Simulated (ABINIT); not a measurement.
Runs of ABINIT 10.8.3 (patched build) on CsPbBr3. Symmetry: Pm-3m, No. 221, cubic system. Conventional cell: a = 5.870 Å, b = 5.870 Å, c = 5.870 Å, α = 90.00°, β = 90.00°, γ = 90.00°. Pb (site symmetry m-3m) has 6 Br at 2.94 Å as nearest neighbours. Around Cs (site symmetry m-3m) lie 12 Br at 4.15 Å. Around Br (site symmetry 4/mmm) lie 2 Pb at 2.94 Å. Measurements of this composition are mostly on another form, of space group No. 62.

| task | level | potentials or basis | cell | k mesh | cutoff (eV) | smearing | cell freedom (optcell) | optimiser (ionmov) | cutoff smearing ecutsm (Ha) | force stop (Ha/bohr) | bands in the sums | mesh quality | gap on the mesh (eV) | pressure (GPa) | relaxed volume (Å³/atom) |
| --- | --- | --- | --- | --- | --- | --- | --- | --- | --- | --- | --- | --- | --- | --- | --- |
| single point | PBE | PseudoDojo NC SR PBE v0.4.1 standard | as given | 4 × 4 × 4 | 707 | fermi-dirac 0.05 eV | - | - | - | - | - | not flagged | 1.53 | 1.6 | - |
| relaxation of cell and atoms | LDA | PseudoDojo NC SR LDA v0.4.1 standard | relaxed | 4 × 4 × 4 | 762 | fermi-dirac 0.05 eV | 2 | 2 | 0.5 | 2e-05 | - | not flagged | 1.19 | 0.0 | (b) |
| one-shot levels of the hybrid PBE0 | PBE | PseudoDojo NC SR PBE v0.4.1 standard | as given | 4 × 4 × 4 | 707 | fixed | - | - | - | - | 30 | not flagged | 1.53 | - | - |
| single point | PBE | SPMS NC PBE v1.0 | as given | 4 × 4 × 4 | 490 | fermi-dirac 0.05 eV | - | - | - | - | - | not flagged | 1.54 | (a) | - |
| one-shot levels of the hybrid B3LYP | PBE | SPMS NC PBE v1.0 | as given | 4 × 4 × 4 | 490 | fixed | - | - | - | - | 30 | not flagged | 1.54 | - | - |
| relaxation of cell and atoms | PBEsol | JTH PAW PBE v2.0 | relaxed | 4 × 4 × 4 | 599 | fermi-dirac 0.05 eV | 2 | 2 | 0.5 | 2e-05 | - | not flagged | 1.46 | 0.0 | 40.82 |
| single point | LDA | PseudoDojo NC SR LDA v0.4.1 standard | as given | 4 × 4 × 4 | 707 | fermi-dirac 0.05 eV | - | - | - | - | - | not flagged | 1.39 | -1.1 | - |
| relaxation of cell and atoms | PBE | SPMS NC PBE v1.0 | relaxed | 4 × 4 × 4 | 490 | fermi-dirac 0.05 eV | 2 | 2 | 0.5 | 2e-05 | - | not flagged | (c) | 0.0 | 43.36 |

Alike in all rows: no spin polarisation.

Fill in the values left out.

(a) 1.5; (b) 38.65; (c) 1.79.

Caveats: spin-orbit coupling is left out, which as a rule narrows the gap of such compounds by several tenths of an eV; the PAW data sets were made with another functional, which shifts forces and pressure a little (some runs).

A k mesh can miss the band edges, and the runs leave out spin-orbit coupling on Br, Cs, Pb.

Not every run made on this cell is shown here.
